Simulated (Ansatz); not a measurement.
`C[BH][GeH2][CH3]` + `CC(=O)O` → `CBOC(C)=O` + `[CH3][GeH3]`  (cleavage of the B–Ge bond)

Calculated with Ansatz (gas phase, PBE0-D4/def2-TZVP geometries, no zero-point term in ΔE). CCSD(T)/CBS is the MP2 limit (def2-TZVPP, def2-QZVPP) plus CCSD(T) − MP2 in def2-TZVPP, frozen cores. Functionals use def2-TZVPP. B3LYP here is the variant with VWN-RPA as its local correlation; programs differ in this. For Ge outer-core shells are correlated without core-valence functions, which leaves a few kJ/mol of doubt a bond. Scalar relativity is left out up to krypton. Each species was taken in one conformer, which may not be the lowest.

| species | B3LYP energy (Eh) |
| --- | --- |
| `C[BH][GeH2][CH3]` | -2183.56351 |
| `CC(=O)O` | -229.19189 |
| `CBOC(C)=O` | -294.02214 |
| `[CH3][GeH3]` | -2118.78294 |

Task: Work out ΔE.

Result: ΔE = (-294.02214) + (-2118.78294) − (-2183.56351) − (-229.19189) = -0.04968 Eh = -130.4 kJ/mol. CCSD(T)/CBS gives -125.0 kJ/mol.

Largest T1 diagnostic among the species: 0.015.

From PBE to PBE0 (25 % exact exchange), in def2-TZVPP and without D4, ΔE moves by −3.6 kJ/mol. In def2-TZVPP, CCSD(T) changes the Hartree–Fock value by +14.7 kJ/mol (the triples alone add +0.6 kJ/mol) and MP2 by +13.7 kJ/mol.
